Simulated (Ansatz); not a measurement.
Runs of Ansatz 0.2.0 on Ge. Symmetry: Cmmm, No. 65, orthorhombic system. Conventional cell: a = 2.794 Å, b = 5.201 Å, c = 2.698 Å, α = 90.00°, β = 90.00°, γ = 90.00°. Ge (site symmetry mmm) has 8 Ge at 2.70 to 2.95 Å as nearest neighbours. This isn't the form of Ge at room conditions, which is diamond.

```tsv
task	level	spin	k mesh	cutoff (eV)	points for each segment of the path	mesh quality	gap on the mesh (eV)	pressure (GPa)
projected density of states	r2SCAN0	off	6 × 6 × 6	500	-	coarse	none	-4.4
band structure	PBEsol	SOC, no magnetisation	11 × 11 × 10	420	14	not flagged	none	-4.1
projected density of states	PBE0	off	6 × 6 × 6	420	-	coarse	none	-3.3
projected density of states	r2SCAN	off	6 × 6 × 6	500	-	coarse	none	(a)
projected density of states	PBEsol	off	6 × 6 × 6	420	-	coarse	none	-4.1
projected density of states	LDA	off	6 × 6 × 6	420	-	coarse	none	(b)
projected density of states	HSE06	off	6 × 6 × 6	420	-	coarse	none	-3.1
band structure	PBEsol	off	11 × 11 × 10	420	14	not flagged	none	-4.1
```

Alike in all rows: potentials or basis Ansatz PAW; cell as given; smearing fermi-dirac 0.05 eV.

Problem. Fill in the values left out.

Solution. (a) -2.9; (b) -5.7.

Caveats: some runs use coarse meshes; the PAW data sets come from PBE, with cores solved anew for the run's functional, which leaves a small shift of forces and pressure; the density of states is complete only up to the lowest level of the last band computed (some runs); the thresholds are loose for stress (some runs).

A k mesh can miss the band edges, and rows without SOC leave out spin-orbit coupling on Ge.

A gap of «none» marks a metal or a gap under the smearing width.
